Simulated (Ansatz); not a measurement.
# C (Fd-3m), one atom moved along a line

All numbers below come from DFT r2SCAN, scalar-relativistic, plane waves, PAW (Ansatz). Cutoff 500 eV, Γ-centred 6×6×6 k-points, Gaussian smearing of 0.05 eV. No spin polarisation. Energies are free energies at this smearing, counted from the undisturbed cell; pressure is positive in compression.

Reference structure (relaxed at this level):

```
C
1.0
     3.56028    0.00000    0.00000
     0.00000   -3.56028    0.00000
     0.00000    0.00000   -3.56028
C
8
Direct
  0.50000 0.00000 0.00000
  0.00000 0.50000 0.00000
  0.00000 0.00000 0.50000
  0.50000 0.50000 0.50000
  0.75000 0.75000 0.75000
  0.25000 0.25000 0.75000
  0.25000 0.75000 0.25000
  0.75000 0.25000 0.25000
```

Atom 1 (C) is moved by x along the Cartesian unit vector (0.000, 0.000, 1.000); the cell and all other atoms stay fixed.

| x (Å) | ΔE (meV/cell) |
| --- | --- |
| -0.1000 | 229.6 |
| -0.0500 | 57.6 |
| 0.0000 | 0.0 |
| 0.0125 | 3.6 |
| 0.0250 | 14.4 |
| 0.0375 | 32.4 |
| 0.0625 | 89.9 |
| 0.0750 | 129.4 |
| 0.0875 | 176.0 |

Task: Predict the gap on the mesh (eV) at each point.

Result:
```tsv
x (Å)	gap on the mesh (eV)
-0.1000	3.92
-0.0500	4.17
0.0000	4.39
0.0125	4.33
0.0250	4.28
0.0375	4.22
0.0625	4.11
0.0750	4.05
0.0875	3.98
```

Cost: 9 runs of about 0.76 core-minutes in all, on Intel Xeon 6975P-C (Granite Rapids) (shared hosts).